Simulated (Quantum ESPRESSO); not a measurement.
# MgB2 under changes of volume

One of the cells (9.679 Å³/atom); the others are scaled copies at fixed shape and fractional positions:

```
Mg B
1.0
     3.08500    0.00000    0.00000
    -1.54250    2.67169    0.00000
     0.00000    0.00000    3.52300
Mg B
1 2
Direct
  0.00000 0.00000 0.00000
  0.66667 0.33333 0.50000
  0.33333 0.66667 0.50000
```

| Item | Value |
| --- | --- |
| Program | Quantum ESPRESSO 7.5 |
| Functional | r2SCAN |
| Potentials or basis | SG15 PBE 1.2 |
| Cutoff | 952 eV |
| Density cutoff | 3810 eV |
| k mesh | 8 × 8 × 6 |
| Occupations | fermi-dirac, width 0.05 eV |
| Spin | no spin polarisation |

```csv
volume (Å³/atom),energy over the lowest point (meV/atom),pressure (GPa)
9.098,11.13,7.9
9.292,3.40,4.2
9.485,0.00,0.8
9.679,0.52,-2.3
9.873,?,?
10.066,11.96,-7.7
10.260,22.28,-10.0
```

Problem. What does the run at 9.873 Å³/atom give?

Solution. Energy over the lowest point 4.61 meV/atom; pressure -5.1 GPa.

Worked out: A Birch-Murnaghan fit of order 3 (a polynomial in V^(-2/3)) to the other rows has its minimum at 9.55 Å³/atom with B0 = V·E''(V) = 155 GPa and B' = 3.7 at fixed shape and positions, which overstates the stiffness. It gives 4.63 meV/atom at 9.873 Å³/atom, against the run's 4.61, and -dE/dV = -4.8 GPa, against -5.1.

Energies are extrapolated to zero smearing.

Caveats: the potentials were made for another functional, which shifts forces and pressure.
